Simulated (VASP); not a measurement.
# CoO: single point with r2SCAN+U

CoO:

```
Co O
1.0
     0.00000    2.13150    2.13150
     2.13150    0.00000    2.13150
     2.13150    2.13150    0.00000
Co O
1 1
Direct
  0.00000 0.00000 0.00000
  0.50000 0.50000 0.50000
```

- Program: VASP 6.6.1
- Task: single point
- Functional: r2SCAN
- Potentials or basis: VASP PAW PBE potentials, release 64 (Co, O)
- Cutoff: 520 eV
- k mesh: 8 × 8 × 8
- Occupations: gaussian, width 0.05 eV
- Spin: collinear spin, ferromagnetic start
- Starting moments: [2.0, 0.0] μB
- Hubbard terms: Co d U = 3 eV
- Further INCAR settings: ALGO = Normal; EDIFF = 1e-07

The pressure is -7.6 GPa, the band gap on the k mesh is none (metal or under the smearing width) and the net moment is 3.00 μB per cell. The site moments are Co +2.78; O +0.23 μB and the valence electrons inside the program's atomic spheres are Co 7.78; O 5.04.

Levels at points of the mesh, in eV from the Fermi level:
Spin up:
```csv
k point,band 7,band 8,band 9,band 10,band 11,band 12
"(0.00, 0.00, 0.00)",-2.68,-2.68,-2.68,1.88,18.00,18.26
"(0.50, 0.00, 0.00)",-3.00,-0.50,-0.50,6.06,10.47,14.55
"(0.50, 0.50, 0.00)",-3.93,-3.67,-3.67,6.78,11.10,11.75
```
Spin down:
```csv
k point,band 4,band 5,band 6,band 7,band 8,band 9
"(0.00, 0.00, 0.00)",-2.09,-1.14,-1.14,-1.14,2.63,2.68
"(0.50, 0.00, 0.00)",-3.85,-0.09,-0.09,0.21,5.05,5.06
"(0.50, 0.50, 0.00)",-3.40,-2.16,0.03,0.03,3.21,3.61
```

Eigenvalues of the final occupation matrices:
```csv
site,spin,trace,eigenvalues
site 1 d,1,4.93,0.97 0.97 0.97 1.01 1.01
site 1 d,2,2.20,0.12 0.12 0.66 0.66 0.66
```

Run time: 98 s on 1 thread of Intel(R) Xeon(R) Platinum 8375C CPU @ 2.90GHz (Ice Lake), with other jobs on the host, peak memory 0.16 GiB.

Caveat: the PAW data sets were made with another functional, which shifts forces and pressure a little; a cell with one magnetic atom can't hold antiferromagnetic order, which such compounds often take. The state reached can hang on the start; a lower one may exist.
